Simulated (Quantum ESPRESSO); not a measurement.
SnO under changes of volume

One of the cells (17.769 Å³/atom); the others are scaled copies at fixed shape and fractional positions:

```
CELL_PARAMETERS angstrom
3.81370 0.00000 0.00000
0.00000 3.81370 0.00000
0.00000 0.00000 4.88691
ATOMIC_POSITIONS crystal
Sn 0.50000 0.00000 0.76463
Sn 0.00000 0.50000 0.23537
O 0.00000 0.00000 0.00000
O 0.50000 0.50000 0.00000
```

The cell is a database's computed one.

| Quantity | Value |
| --- | --- |
| Program | Quantum ESPRESSO 7.5 |
| Functional | PBE |
| Potentials or basis | SSSP 1.3 efficiency PBE |
| Cutoff | 816 eV |
| Density cutoff | 6531 eV |
| k mesh | 7 × 7 × 6 |
| Occupations | fermi-dirac, width 0.05 eV |
| Spin | no spin polarisation |

```csv
volume (Å³/atom),energy over the lowest point (meV/atom),pressure (GPa),gap on the mesh (eV),largest force (eV/Å)
16.703,57.24,10.8,0.15,1.396
17.058,?,?,?,?
17.414,19.80,5.8,0.31,0.729
17.769,8.85,3.7,0.38,0.433
18.125,2.40,1.8,0.45,0.159
18.480,0.00,0.1,0.52,0.096
18.835,1.23,-1.5,0.58,0.333
```

Question: What does the run at 17.058 Å³/atom give?

Answer: Energy over the lowest point 35.75 meV/atom; pressure 8.2 GPa; gap on the mesh 0.23 eV; largest force 1.048 eV/Å.

Worked out: A Birch-Murnaghan fit of order 3 (a polynomial in V^(-2/3)) to the other rows has its minimum at 18.53 Å³/atom with B0 = V·E''(V) = 84 GPa and B' = 4.4 at fixed shape and positions, which overstates the stiffness. It gives 35.76 meV/atom at 17.058 Å³/atom, against the run's 35.75, and -dE/dV = 8.4 GPa, against 8.2. A straight line through the other rows of the gap, of slope 3.58 eV per unit of ln V, gives 0.23 eV, against the run's 0.23.

Energies are extrapolated to zero smearing.

Caveats: spin-orbit coupling is left out, which moves the levels of the heavy elements; an odd mesh through Γ misses points on the zone boundary, where band edges often lie; forces of over 1 eV/Å show positions far from the minimum, so gaps and moduli don't describe the material at rest (some runs).
